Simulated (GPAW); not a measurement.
SiC:

```xyz
8
Lattice="3.0757 0.0000 0.0000 -1.5378 2.6636 0.0000 0.0000 0.0000 10.0706" Properties=species:S:1:pos:R:3 pbc="T T T"
Si    0.0000    0.0000    1.8922
Si    0.0000    0.0000    6.9275
Si    0.0000    1.7758    4.4094
Si    1.5378    0.8879    9.4447
C     0.0000    0.0000    0.0046
C     0.0000    0.0000    5.0400
C     0.0000    1.7758    2.5157
C     1.5378    0.8879    7.5510
```

The cell is a database's computed one.

Base run:

* Program: GPAW 26.7.0
* Functional: vdW-DF-cx
* Potentials or basis: GPAW PAW data sets (gpaw-data 1.2.1)
* Cutoff: 800 eV
* Basis: pw
* k mesh: 6 × 6 × 2
* Occupations: fermi-dirac, width 0.05 eV
* Spin: no spin polarisation

Its results: band gap on the k mesh 2.19 eV, indirect (least direct gap 3.32 eV).

Q: The run is repeated on the same cell with these changes: functional from vdW-DF-cx to revTPSS. What comes out?

A: Band gap on the k mesh 2.10 eV, indirect (least direct gap 3.23 eV).

Not every run made on this cell is shown here.
